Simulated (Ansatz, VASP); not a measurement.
One calculation of AlN, two programs

Contents of INCAR:

```
PREC     = Accurate       # precision mode
ENCUT    = 520            # plane-wave cutoff, eV
EDIFF    = 1E-6           # SCF threshold, eV
ISMEAR   = 0              # smearing method
SIGMA    = 0.01           # smearing width, eV
LREAL    = F              # projectors in reciprocal space
LASPH    = T              # aspherical terms in the spheres
NELM     = 100            # most SCF steps
ALGO     = Normal         # electronic algorithm
ISIF     = 2              # what is computed and relaxed
LWAVE    = F              # write WAVECAR
LCHARG   = T              # write CHGCAR
GGA      = PE             # functional
LELF     = T              # ELF
LVHAR    = T            
NBANDS   = 16             # bands
```

KPOINTS

```
regular mesh
0
Gamma
  6 6 4
```

Contents of POSCAR:

```
AlN
1.0
    3.1130000000      0.0000000000      0.0000000000
   -1.5565000000      2.6959370800      0.0000000000
    0.0000000000      0.0000000000      4.9810000000
Al N
2 2
Direct
    0.3333333340      0.6666666679      0.0000000000
    0.6666666660      0.3333333321      0.5000000000
    0.3333333340      0.6666666679      0.3800000000
    0.6666666660      0.3333333321      0.8800000000
```

Input for Ansatz:

```yaml
crystal:
  lattice:
    - [3.113, 0.0, 0.0]
    - [-1.5565, 2.69593708, 0.0]
    - [0.0, 0.0, 4.981]
  atoms:
    - { symbol: Al, position: [0.3333333339515476, 0.6666666679030951, 0.0] }
    - { symbol: Al, position: [0.6666666660484525, 0.33333333209690486, 0.5] }
    - { symbol: "N", position: [0.3333333339515476, 0.6666666679030951, 0.38] }
    - { symbol: "N", position: [0.6666666660484525, 0.33333333209690486, 0.88] }
kpoints:
  mp_grid:
    grid: [6, 6, 4]
    shift: [0.0, 0.0, 0.0]
hamiltonian:
  xc: pbe
scf:
  occupations:
    method: fixed
output:
  stress: true
  eigenvalues: true
```

Alike in both runs: task single point; functional PBE; k mesh 6 × 6 × 4; no spin polarisation.

|  | VASP | Ansatz |
| --- | --- | --- |
| version | VASP 6.6.1 | Ansatz 0.2.0 |
| potentials or method | VASP PAW PBE potentials, release 64 (Al, N) | plane waves, PAW |
| plane-wave cutoff (eV) | 520 | 420 |
| occupations | gaussian, width 0.01 eV | fixed |
| valence electrons in the cell | 16 | 16 |

```tsv
	VASP	Ansatz	Ansatz less VASP
gap on the k mesh at the Fermi level (eV)	4.22	4.21	-0.011
pressure (GPa)	3.5	3.7	+0.25
largest component of the traceless stress (GPa)	1.09	1.05	-0.037
```
